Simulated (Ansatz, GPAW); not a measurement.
This is a calculation of Zr (Zirconium) for GPAW 26.7.0 (ASE script). 

File run.py:

```python
from ase.dft.bandgap import bandgap
from ase.io import read, write
from ase.units import GPa
from gpaw import GPAW, PW

atoms = read('Zr.xyz')

calc = GPAW(mode=PW(600),
            xc='PBE',
            kpts={'size': (9, 9, 5), 'gamma': True},
            occupations={'name': 'methfessel-paxton', 'order': 0, 'width': 0.012},
            nbands=24,
            convergence={'density': 1e-05, 'energy': 1e-05},
            maxiter=150,
            txt='gpaw.txt')
atoms.calc = calc
energy = atoms.get_potential_energy()
forces = atoms.get_forces()
stress = atoms.get_stress()
calc.write('gs.gpw')
write('result.traj', atoms)
print(f'Energy: {energy:.6f} eV')
print('Forces (eV/A):')
print(forces.round(4))
print('Stress (GPa):', (stress / GPa).round(3))
print('Fermi level:', round(calc.get_fermi_level(), 4), 'eV')
print(f'Gap: {bandgap(calc)[0]:.4f} eV, direct: {bandgap(calc, direct=True)[0]:.4f} eV')
```

File Zr.xyz:

```xyz
2
Lattice="3.2320000000 0.0000000000 0.0000000000 -1.6160000000 2.7989941050 0.0000000000 0.0000000000 0.0000000000 5.1470000000" Properties=species:S:1:pos:R:3 pbc="T T T"
Zr     1.6160000002      0.9329980349      3.8602500000
Zr    -0.0000000002      1.8659960701      1.2867500000
```

Potentials or basis: GPAW PAW data sets (gpaw-data 1.2.1), pw.

Launch:

```console
$ OMP_NUM_THREADS=1 python run.py
```

Problem. Translate it to Ansatz 0.2.0. Potentials or basis there: all-electron LAPW, scalar-relativistic.

Solution. As run (cutoffs and basis follow the program's own potentials, and thresholds, step limits or extra output files can differ):

File input.yaml:

```yaml
crystal:
  lattice:
    - [3.232, 0.0, 0.0]
    - [-1.616, 2.798994105, 0.0]
    - [0.0, 0.0, 5.147]
  atoms:
    - { symbol: Zr, position: [0.6666666667, 0.3333333333, 0.75] }
    - { symbol: Zr, position: [0.3333333333, 0.6666666667, 0.25] }
kpoints:
  mp_grid: { grid: [9, 9, 5] }
scf:
  occupations: { method: gaussian, width: 0.012 }
hamiltonian:
  xc: pbe
  pseudopotentials: { kind: all_electron, lapw: { basis_error: 0.001 } }
output:
  forces: true
  stress: true
  eigenvalues: true
```

Potentials or basis: all-electron LAPW, scalar-relativistic.

The run is started by

```sh
$ ansatz run input.yaml --threads 1 --pin off --max-ram 3072MiB --backend cpu --events-out ev --progress --plain --runs-dir out
```

Both were run:

|  | GPAW | Ansatz |
| --- | --- | --- |
| Pressure | 0.2 GPa | 0.6 GPa |

Where Ansatz's input types no cutoff or centring, it takes its own default and a Γ-centred mesh.

Pressure is positive in compression.
